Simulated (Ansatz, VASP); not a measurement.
## Two plane-wave programs on C

File INCAR:

```
SYSTEM = C
PREC = Accurate
ENCUT = 520
EDIFF = 1E-6
ISMEAR = -1
SIGMA = 0.05
LREAL = .FALSE.
LASPH = .TRUE.
NELM = 60
ALGO = Normal
ISIF = 2
LWAVE = .FALSE.
LCHARG = .TRUE.
GGA = RP
LELF = .TRUE.
LVHAR = .TRUE.
NBANDS = 16
```

KPOINTS

```
Automatic mesh
0
G
  14 14 3
  0 0 0
```

Contents of POSCAR:

```
C
1.0
    2.4771284981      0.0000000000      0.0000000000
   -1.2385642490      2.1452562078      0.0000000000
    0.0000000000      0.0000000000      9.6545080659
C
4
Direct
    1.0000000000      1.0000000000      0.2500000000
    0.0000000000      0.0000000000      0.7500000000
    0.3333333333      0.6666666667      0.2500000000
    0.6666666667      0.3333333333      0.7500000000
```

Input for Ansatz:

```yaml
crystal:
  lattice:
    - [2.4771284981, 0.0, 0.0]
    - [-1.238564249, 2.1452562078, 0.0]
    - [0.0, 0.0, 9.6545080659]
  atoms:
    - { symbol: C, position: [1.0, 1.0, 0.25] }
    - { symbol: C, position: [0.0, 0.0, 0.75] }
    - { symbol: C, position: [0.3333333333, 0.6666666667, 0.25] }
    - { symbol: C, position: [0.6666666667, 0.3333333333, 0.75] }
hamiltonian:
  xc: rpbe
  pseudopotentials:
    kind: paw
    azcp:
      C: "pseudopotentials/C.paw.azcp"
basis:
  ecutwfc: 420
  fft_grid_basis: typed
kpoints:
  mp_grid: { grid: [14, 14, 3], shift: [0, 0, 0] }
magnetization:
  spin_polarized: false
scf:
  occupations: { method: fermi_dirac, width: 0.05 }
output:
  stress: true
```

Alike in both runs: task single point; functional RPBE; k mesh 14 × 14 × 3; occupations fermi-dirac, width 0.05 eV; no spin polarisation.

|  | VASP | Ansatz |
| --- | --- | --- |
| version | VASP 6.6.1 | Ansatz 0.2.0 |
| potentials or method | VASP PAW PBE potentials, release 64 (C) | plane waves (420 eV) with PAW, scalar-relativistic |
| plane-wave cutoff (eV) | 520 | 420 |
| valence electrons in the cell | 16 | 16 |

```tsv
	VASP	Ansatz	Ansatz less VASP
pressure (GPa)	0.2	0.0	-0.26
largest component of the traceless stress (GPa)	0.29	0.05	-0.244
```

The functional is the same, so the differences come from potentials, cutoffs and numerics.

Caveats: the PAW data sets were made with another functional, which shifts forces and pressure a little (VASP); an odd mesh through Γ misses points on the zone boundary, where band edges often lie; this functional lacks dispersion, which binds the layers, so the pressure and a relaxed spacing across them are unreliable. RPBE gaps usually lie below the measured ones, often by a third to a half.
